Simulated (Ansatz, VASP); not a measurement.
## Two plane-wave programs on Hf

```xyz
3
Lattice="4.9875 0.0000 0.0000 -2.4937 4.3193 0.0000 0.0000 0.0000 3.1127" Properties=species:S:1:pos:R:3 pbc="T T T"
Hf    2.4937    1.4398    1.5563
Hf    0.0000    2.8795    1.5563
Hf    0.0000    0.0000    0.0000
```

This isn't the form of Hf at room conditions, which is hcp.

Alike in both runs: functional PBE; k mesh 6 × 6 × 6; occupations gaussian, width 0.05 eV; no spin polarisation.

Ansatz relaxed the structure, and its values are those at the end. VASP's run is a single point on that final structure, the one shown.

|  | VASP | Ansatz |
| --- | --- | --- |
| version | VASP 6.6.1 | Ansatz 0.2.0 |
| potentials or method | VASP PAW PBE potentials, release 64 (Hf_pv) | scalar-relativistic, plane waves, PAW |
| plane-wave cutoff (eV) | 520 | 420 |
| valence electrons in the cell | 30 | 78 |

Ansatz gave:

| Property | Result |
| --- | --- |
| gap on the k mesh at the Fermi level (eV) | none |
| pressure (GPa) | -0.1 |

Problem. Which values does VASP return?

Solution. gap on the k mesh at the Fermi level (eV): none; pressure (GPa): -0.5.

A gap of «none» marks a metal or a gap that the smearing closes. The two sets of potentials don't hold the same shells in valence.

Spin-orbit coupling is left out, which matters for the levels of Hf.
